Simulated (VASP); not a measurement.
Runs of VASP 6.6.1 on CuAu. Symmetry: P4/mmm, No. 123, tetragonal system. Conventional cell: a = 2.811 Å, b = 2.811 Å, c = 3.685 Å, α = 90.00°, β = 90.00°, γ = 90.00°. Au (site symmetry 4/mmm) has 8 Cu at 2.71 Å and 4 Au at 2.81 Å as nearest neighbours. Around Cu (site symmetry 4/mmm) lie 8 Au at 2.71 Å and 4 Cu at 2.81 Å. 

```tsv
task	level	potentials or basis	cell	cutoff (eV)	smearing	atoms held fixed (from 0)	other keys	gap on the mesh (eV)	pressure (GPa)
single point	PBE	VASP PAW PBE potentials, release 64 (Au_GW, Cu_GW)	as given	550	gaussian 0.02 eV	-	-	none	3.6
band structure	RPBE+D3	VASP PAW PBE potentials, release 64 (Au, Cu)	as given	520	methfessel-paxton 0.1 eV	-	-	-	6.0
relaxation of the atoms	RPBE	VASP PAW PBE potentials, release 64 (Au, Cu)	atoms relaxed from: atoms moved at random, drawn with an rms of 0.1 Å	520	methfessel-paxton 0.2 eV	[0]	-	none	8.9
single point	r2SCAN	VASP PAW PBE potentials, release 64 (Au, Cu)	as given	520	methfessel-paxton 0.2 eV	-	-	none	(a)
single point	PBEsol+D4	VASP PAW PBE potentials, release 54 (Au, Cu)	as given	520	tetrahedron	-	ISYM = 1; ISMEAR = -5; SIGMA = 0.5	none	-7.1
```

Alike in all rows: no spin polarisation; k mesh 9 × 9 × 7.

Question: Fill in the values left out.

Answer: (a) 0.1.

Caveats: the PAW data sets were made with another functional, which shifts forces and pressure a little (some runs); pairwise dispersion overbinds metals, which lowers pressure and volume (some runs); spin-orbit coupling is left out, which moves the levels of the heavy elements (some runs); tetrahedron occupations give inexact forces and stress in metals (some runs).

A k mesh can miss the band edges, and the runs leave out spin-orbit coupling on Au.

A gap of «none» marks a metal or a gap under the smearing width.
